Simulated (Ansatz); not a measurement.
An Ansatz input and the part of its output that reports the observables at the nuclei.

The cell is a COD entry, relaxed with PBE at fixed cell and then changed (volume scaled by 1.06, ions relaxed).

```yaml
crystal:
  lattice:
    - [0.0, 2.9787988607, 2.9787988607]
    - [2.9787988607, 0.0, 2.9787988607]
    - [2.9787988607, 2.9787988607, 0.0]
  atoms:
    - { symbol: Hg, position: [0.0, 0.0, 0.0] }
    - { symbol: Te, position: [0.5, 0.5, 0.5] }
kpoints:
  mp_grid: { grid: [14, 14, 14] }
scf:
  occupations: { method: fermi_dirac, width: 0.05 }
hamiltonian:
  xc: pbe
  pseudopotentials: { kind: paw }
output:
  forces: true
  stress: true
  populations: true
  efg: { quadrupole_moments_barn: { Hg: 0.387 }, contact_densities: true }
relax:
  f_tol: 0.02
  max_steps: 60
```

```sh
ansatz run input.yaml --threads 1 --pin off --max-ram 3072MiB --backend cpu --events-out ev --progress --plain --runs-dir out
```

The run relaxes the ions first, and the block belongs to the relaxed positions.

Of the output, the block on the nuclei alone is shown; the set-up, the SCF iterations, energies, forces and stress are cut.

```
--- PAW observables at the nuclei: V_zz in 10²¹ V/m², potentials from the cell's mean, atoms counted from 1 ---
  atom   1  Hg V_zz =    +0.000000   η = 0.0000   by run symmetry: forbidden   C_q = +0.0000 MHz
            electrostatic potential = -16792.877167 V   contact ρ = 14129364.203587 e/Å³
  atom   2  Te V_zz =    -0.000000   η = 0.0000   by run symmetry: forbidden
            electrostatic potential = -8651.969297 V   contact ρ = 1468756.776879 e/Å³
```

The relaxation (1 step) took 6.8 s of wall time (6.8 s of CPU time) and 0.55 GiB at its peak, on 1 thread of Intel Xeon Platinum 8375C CPU @ 2.90GHz (Ice Lake) (x86_64; 16 cores open to the job, memory cap 3.0 GiB, no GPU), a shared host with a load of 0.5 a core.

At this changed cell the PBE pressure is 5 GPa.
